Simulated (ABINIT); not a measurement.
The system is GaN.

```xyz
2
Lattice="0.0000 2.2535 2.2535 2.2535 0.0000 2.2535 2.2535 2.2535 0.0000" Properties=species:S:1:pos:R:3 pbc="T T T"
Ga    0.0000    0.0000    0.0000
N     1.1268    1.1268    1.1268
```

The cell is a database's computed one.

Base run:

- Program: ABINIT 10.8.3 (patched build)
- Functional: LDA
- Potentials or basis: JTH PAW LDA v2.0
- Cutoff: 544 eV
- k mesh: 8 × 8 × 8
- Occupations: fermi-dirac, width 0.05 eV
- Spin: no spin polarisation

Its results: band gap on the k mesh 1.72 eV, direct.

Q: The run is repeated on the same cell with these changes: potentials or basis from JTH PAW LDA v2.0 to PseudoDojo NC SR LDA v0.4.1 standard; cutoff from 544 eV to 980 eV. What comes out?

A: Band gap on the k mesh 1.77 eV, direct.

